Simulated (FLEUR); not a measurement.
A run of FLEUR MaX-R8.1 (later development tree) is set up as follows.

Contents of inp.xml:

```xml
<?xml version="1.0" encoding="UTF-8" standalone="no"?>
<fleurInput fleurInputVersion="0.39">
   <comment>
      TaN                                                                                                 
   </comment>
   <calculationSetup>
      <cutoffs Kmax="5.0" Gmax="15.5" GmaxXC="15.5" numbands="0"/>
      <scfLoop itmax="100" minDistance="0.0002" maxIterBroyd="50" imix="Anderson" alpha="0.05" precondParam="0.0" spinf="2.0" sdNocoIR="T"/>
      <coreElectrons ctail="T" frcor="F" kcrel="0" coretail_lmax="0"/>
      <xcFunctional name="pbe" relativisticCorrections="F"/>
      <magnetism jspins="2"/>
      <soc l_soc="F" theta="0.0" phi="0.0" spav="F"/>
      <expertModes spex="0" secvar="F"/>
      <geometryOptimization l_f="F" forcealpha="1.0" forcemix="BFGS" epsdisp="0.00001" epsforce="0.00001"/>
      <ldaU l_linMix="F" mixParam="0.05" spinf="1.0"/>
   </calculationSetup>
   <cell>
      <bzIntegration valenceElectrons="32.0" mode="gauss" fermiSmearingEnergy="0.00183747">
         <kPointListSelection listName="default-1"/>
         <!-- k-points included here -->
         <xi:include xmlns:xi="http://www.w3.org/2001/XInclude" href="kpts.xml"> </xi:include>
      </bzIntegration>
      <!-- symmetry operations included here -->
      <xi:include xmlns:xi="http://www.w3.org/2001/XInclude" href="sym.xml"> </xi:include>
      <bulkLattice scale="1.0">
         <bravaisMatrix>
            <row-1>    0.0000000000000000     4.7075794623035332     4.7075794623035332</row-1>
            <row-2>    4.7075794623035332     0.0000000000000000     4.7075794623035332</row-2>
            <row-3>    4.7075794623035332     4.7075794623035332     0.0000000000000000</row-3>
         </bravaisMatrix>
      </bulkLattice>
   </cell>
   <atomSpecies>
      <species name="Tantalum (2.001" element="Ta" atomicNumber="73">
         <mtSphere radius="2.33" gridPoints="771" logIncrement="0.017"/>
         <atomicCutoffs lmax="9" lnonsphr="9"/>
         <electronConfig flipSpins="F">
            <coreConfig>(1s1/2) (2s1/2) (2p1/2) (2p3/2) (3s1/2) (3p1/2) (3p3/2) (4s1/2) (3d3/2) (3d5/2) (4p1/2) (4p3/2) (4d3/2) (4d5/2)</coreConfig>
            <valenceConfig>(5s1/2) (5p1/2) (5p3/2) (6s1/2) (4f5/2) (4f7/2) (5d3/2) (5d5/2)</valenceConfig>
            <stateOccupation state="(5d3/2)" spinUp="0.7005" spinDown="0.4995"/>
            <stateOccupation state="(5d5/2)" spinUp="1.8" spinDown="0.0"/>
         </electronConfig>
         <energyParameters s="6" p="6" d="5" f="4"/>
         <ldaU l="2" U="6" J="0.0" l_amf="F"/>
         <lo type="SCLO" l="0" n="5" eDeriv="0"/>
         <lo type="SCLO" l="1" n="5" eDeriv="0"/>
         <lo type="SCLO" l="3" n="4" eDeriv="2"/>
      </species>
      <species name="Nitrogen (N)" element="N" atomicNumber="7">
         <mtSphere radius="1.44" gridPoints="477" logIncrement="0.022"/>
         <atomicCutoffs lmax="8" lnonsphr="8"/>
         <electronConfig flipSpins="F">
            <coreConfig>(1s1/2)</coreConfig>
            <valenceConfig>(2s1/2) (2p1/2) (2p3/2)</valenceConfig>
            <stateOccupation state="(2p1/2)" spinUp="0.500000" spinDown="0.500000"/>
            <stateOccupation state="(2p3/2)" spinUp="1.000000" spinDown="1.000000"/>
         </electronConfig>
         <energyParameters s="2" p="2" d="3" f="4"/>
         <lo type="SCLO" l="0" n="2" eDeriv="2"/>
         <lo type="SCLO" l="1" n="2" eDeriv="2"/>
         <lo type="SCLO" l="2" n="3" eDeriv="2"/>
      </species>
   </atomSpecies>
   <atomGroups>
      <atomGroup species="Tantalum (2.001">
         <relPos label="                   1">.0000000000 .0000000000 .0000000000</relPos>
         <force calculate="T" relaxXYZ="TTT"/>
      </atomGroup>
      <atomGroup species="Nitrogen (N)">
         <relPos label="                   2">1.000/4.000 1.000/4.000 1.000/4.000</relPos>
         <force calculate="T" relaxXYZ="TTT"/>
      </atomGroup>
   </atomGroups>
   <output dos="F" band="F" slice="F">
      <checks vchk="F" cdinf="F"/>
      <bandDOS minEnergy="-.5*Htr" maxEnergy="0.5*Htr" sigma="0.015" storeEVData="T"/>
      <vacuumDOS vacdos="F" integ="F" star="F" nstars="0" locx1="0.0" locy1="0.0" locx2="0.0" locy2="0.0" nstm="0" tworkf="0.0"/>
      <unfoldingBand unfoldBand="F" supercellX="1" supercellY="1" supercellZ="1"/>
      <plotting iplot="0" polar="F">
         <plot TwoD="T" vec1="  1.0  0.0  0.0" vec2="  0.0  1.0  0.0" vec3="  0.0  0.0  1.0" zero="  0.0  0.0  0.0" file="plot"/>
      </plotting>
      <chargeDensitySlicing numkpt="0" minEigenval="0.0" maxEigenval="0.0" nnne="0" pallst="F"/>
      <specialOutput eonly="F"/>
      <moessbauerParams electricFieldGradient="T" isomerShift="T" coreHyperfine="T" valenceHyperfine="T"/>
      <magneticCircularDichroism mcd="F" energyLo="-10.0" energyUp="0.0"/>
   </output>
  <!-- We include the file relax.xml here to enable relaxations (see documentation) -->
  <xi:include xmlns:xi="http://www.w3.org/2001/XInclude" href="relax.xml"> <xi:fallback/> </xi:include>
</fleurInput>
```

File crystal.txt:

```
TaN
&input cartesian=F /
0.0000000000  2.4911437700  2.4911437700
2.4911437700  0.0000000000  2.4911437700
2.4911437700  2.4911437700  0.0000000000
1.8897261246
1.0 1.0 1.0

2
73 0.0000000000  0.0000000000  0.0000000000 : 2.001
7 0.2500000000  0.2500000000  0.2500000000

&kpt div1=7 div2=7 div3=7 gamma=T /
```

Potentials or basis: all-electron, FLAPW.

The run is started by

```bash
$ inpgen -f crystal.txt -profile fastHighL
$ # inp.xml edited to the form shown
$ fleur_MPI
```

Problem. Estimate the site moments.

Solution. Ta +0.22; N -0.01 μB.

Problem. Predict the net moment.

Solution. 0.30 μB per cell.

Core levels (eV from the Fermi level):
| atom | levels |
| --- | --- |
| 1 Ta | 1s1/2 -67278.6, 2s1/2 -11550.3, 2p1/2 -11037.3, 2p3/2 -9766.9, 3s1/2 -2644.8, 3p1/2 -2417.0, 3p3/2 -2143.5, 4s1/2 -538.0, 3d3/2 -1759.6, 3d5/2 -1700.1, 4p1/2 -444.2, 4p3/2 -381.2, 4d3/2 -227.2, 4d5/2 -215.6 |
| 2 N | 1s1/2 -378.2 |

Caveat: with Gaussian smearing the program prints no entropy term, so the energy of a metal isn't a free energy. The state reached can hang on the start; a lower one may exist.
